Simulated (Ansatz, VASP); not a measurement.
**Al: VASP beside Ansatz**

```xyz
1
Lattice="0.0000 2.0248 2.0248 2.0248 0.0000 2.0248 2.0248 2.0248 0.0000" Properties=species:S:1:pos:R:3 pbc="T T T"
Al    0.0000    0.0000    0.0000
```

Alike in both runs: task relaxation of cell and atoms; functional PBE; k mesh 11 × 11 × 11; occupations fermi-dirac, width 0.05 eV; no spin polarisation.

```csv
,VASP,Ansatz
version,VASP 6.6.1,Ansatz 0.2.0
potentials or method,"VASP PAW PBE potentials, release 64 (Al), cutoff 600 eV","all-electron LAPW, scalar-relativistic"
```

|  | VASP | Ansatz | Ansatz less VASP |
| --- | --- | --- | --- |
| relaxed volume (Å³/atom) | 16.49 | 16.51 | +0.024 |
| relaxed cell length with the largest relative difference (Å) | 2.857 | 2.858 | +0.0014 |

Ansatz ran all-electron here, so the differences hold the error of VASP's frozen core and of both bases.
